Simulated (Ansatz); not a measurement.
A single-point calculation of CdS in the zincblende structure with the plane-wave code Ansatz, at the level PBE. The cell was relaxed with r2SCAN and then strained (uniaxial +4.0 % along z, other directions held), with the atoms relaxed again with r2SCAN; k points keep the names of the unstrained zone.

```yaml
crystal:
  lattice:
    - [0.0, 2.939214843, 3.0567834368]
    - [2.939214843, 0.0, 3.0567834368]
    - [2.939214843, 2.939214843, 0.0]
  atoms:
    - { symbol: Cd, position: [0.0, 0.0, 0.0] }
    - { symbol: S, position: [0.25, 0.25, 0.25] }
kpoints:
  mp_grid: { grid: [8, 8, 8] }
  band_path:
    path:
      - [0.0, 0.0, 0.0]
      - [-0.5, -0.5, 0.0]
      - [-0.375, -0.375, 0.25]
      - [-0.375, 0.0, 0.375]
      - [0.0, 0.0, 0.5]
      - [-0.5, -0.25, 0.25]
    npoints: 1
hamiltonian:
  xc: pbe
scf:
  occupations: { method: fermi_dirac, width: 0.02 }
  n_extra_bands: 4
output:
  forces: true
  stress: true
  eigenvalues: true
```

In the abridged output below, numbers in square brackets stand for lines, or ends of lines, that were taken out.
```
Functional definition: PBE
Crystal: 2 atoms, lattice volume = 52.815 Å³
[1]
Bands: 17, of which v1, the nominal top of the filled ones, is band 13 counted from 1 (12 counted from 0)
Symmetry: 8 space group operations
Space group: I-4m2 (ITA 119)
k-points: 59 of 512 (time reversal used)
preconditioner: auto → none  [insulator: Δε(μ)=0.956 eV  σ=0.020 eV  ℏωp=21.7 eV]
NSCF: frozen V_eff on 6 k-points
Free energy (F): -9157.822973 eV
Fermi energy:    6.586669 eV
--- Stress (GPa, compression-positive) ---
[2]
--- Band table (eV; the first three rows and the last of 59) ---
  k-point 0: bands = […, -1.4521, -1.0674, -1.0561, 5.9763, 6.0968, 6.0968, 7.0621, 12.5974, 12.5974, 12.5981]
  k-point 1: bands = […, -1.4067, -1.0665, -1.0581, 5.0703, 5.9059, 5.9954, 7.8959, 12.3060, 12.7750, 12.7929]
  k-point 2: bands = […, -1.2356, -1.0576, -1.0567, 3.7137, 5.6495, 5.7663, 8.6952, 12.2313, 13.0237, 13.1324]
  k-point 58: bands = […, -1.1682, -0.9942, -0.7220, 2.2345, 4.4912, 4.4912, 9.8046, 10.5213, 14.7601, 16.5128]
```

**Question.** Fill in the blanks. They hold the stress, cutoff and plane waves at Γ.

**Answer.**
```
[1]
Basis set: ecut = 420 eV, 1015 PW (Γ)
[2]
       -0.506262       0.000000       0.000000
        0.000000      -0.506262       0.000000
        0.000000       0.000000      -1.375494
  P = ⅓ Tr σ = -0.7960 GPa (-7.960 kbar)
```

bands.tsv, columns around the gap (it counts bands from 0):
```tsv
# k_distance	band_8	band_9	band_10	band_11	band_12	band_13	band_14	band_15	band_16
# fermi_ev = 6.586669
# [0, 0, 0] at k_distance = 0.000000
# [-0.5, -0.5, 0] at k_distance = 1.027745
# [-0.375, -0.375, 0.25] at k_distance = 1.405642
# [-0.375, 0, 0.375] at k_distance = 2.056051
# [0, 0, 0.5] at k_distance = 2.706459
# [-0.5, -0.25, 0.25] at k_distance = 3.447862
# levels_relative_to = fermi_ev
0.000	-7.654	-7.643	-0.610	-0.490	-0.490	0.475	6.011	6.011	6.011
1.028	-7.581	-7.309	-4.352	-2.096	-2.096	3.218	3.935	8.173	9.926
1.406	-7.616	-7.181	-4.247	-2.793	-1.786	3.843	4.860	7.649	8.407
2.056	-7.609	-7.147	-4.124	-2.783	-1.928	3.623	4.721	7.813	8.311
2.706	-7.611	-7.322	-4.555	-1.269	-1.116	2.372	6.326	6.601	6.749
3.448	-7.637	-7.123	-4.164	-2.528	-2.480	4.658	4.957	6.719	7.567
```
In order the rows are Γ, X, U, K, L, W.

With PBE the gap is 0.97 eV and direct, at Γ. The gap is the least over the mesh and the extra points. The mean pressure at these positions is -0.80 GPa, compression counted positive.

Command: `ansatz run input.yaml --threads 2 --pin off --max-ram 28569MiB --backend cpu --events-out ev --progress --plain --runs-dir out`. It took 1.9 s on 2 threads of AMD EPYC 7R13 Processor (Zen 3), on a shared host, load about 1.6 per core; peak host memory 0.5 GiB.

The values are computed, spin-unpolarised, and not measurements.

The runs are scalar-relativistic, without spin-orbit coupling.
